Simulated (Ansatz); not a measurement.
# Li (hP4 type): how the settings move a single-point run

How sensitive is a single-point run of Li (hP4 type) to its settings? A reference run comes first, then one run with altered input.

Method: reference: DFT, PBE, norm-conserving pseudopotentials, Ansatz's default files, scalar-relativistic, in Ansatz 0.2.0.

## 1. The system as given

The structure is hexagonal, space group P6_3/mmc (No. 194). Conventional cell: a = 2.810 Å, b = 2.810 Å, c = 8.862 Å, α = 90.00°, β = 90.00°, γ = 120.00°. Around Li (site symmetry -3m) lie 12 Li at 2.75 to 2.81 Å. Li (site symmetry -6m2) has 12 Li at 2.75 to 2.81 Å as nearest neighbours.

Coordinates:

```
Li
1.0
     2.81002    0.00000    0.00000
    -1.40501    2.43355    0.00000
     0.00000    0.00000    8.86167
Li
4
Direct
  0.00000 0.00000 0.00000
  0.00000 0.00000 0.50000
  0.33333 0.66667 0.25000
  0.66667 0.33333 0.75000
```

## 2. Reference

Contents of input.yaml:

```yaml
crystal:
  lattice:
    - [2.8100210103, 0.0, 0.0]
    - [-1.4050105052, 2.4335495801, 0.0]
    - [0.0, 0.0, 8.8616707004]
  atoms:
    - { symbol: Li, position: [0.0, 0.0, 0.0] }
    - { symbol: Li, position: [0.0, 0.0, 0.5] }
    - { symbol: Li, position: [0.3333333333, 0.6666666667, 0.25] }
    - { symbol: Li, position: [0.6666666667, 0.3333333333, 0.75] }
kpoints:
  mp_grid: { grid: [10, 10, 6] }
scf:
  occupations: { method: fermi_dirac, width: 0.05 }
hamiltonian:
  xc: pbe
  pseudopotentials: { kind: nc }
output:
  forces: true
  stress: true
  eigenvalues: true
```

The run is started by

```sh
$ ansatz run input.yaml --threads 1 --pin off --max-ram 3072MiB --backend cpu --events-out ev --progress --plain --runs-dir out
```

## 3. Changing settings: dr2_threshold 1.0e-06

input.yaml: that of step 2 with these lines changed.

```diff
@@ -14,2 +14,3 @@
   occupations: { method: fermi_dirac, width: 0.05 }
+  convergence: { dr2_threshold: 1.0e-06 }
 hamiltonian:
```

Q: Predict the outcome of this session. Wanted: for each run, ending; energy change; pressure; gap; force.

**Answer**, as computed:

| run | ending | energy change | pressure (GPa) | gap (eV) | force (eV/Å) | cycles | time |
| --- | --- | --- | --- | --- | --- | --- | --- |
| reference | converged | 0 | 6.4 | 0.00 | 0.00 | 5 | 3.4 s |
| 1: dr2_threshold 1.0e-06 | converged | 0.0 meV/atom | 6.4 | 0.00 | 0.00 | 5 | 4.3 s |

Residual by cycle in the longest SCF loop of each run; runs are numbered as in the table. The quantity is the density residual dr2, in eV.

```
cycle  reference   run 1
    1     0.0287  0.0287
    2     0.0123  0.0123
    3     3.4e-5  3.4e-5
    4     1.2e-7  1.1e-7
    5     4.4e-9  5.1e-9
```

What this shows: Energy and cycle count are those of the reference, so the change (convergence setting) left the result and the number of cycles as they were.
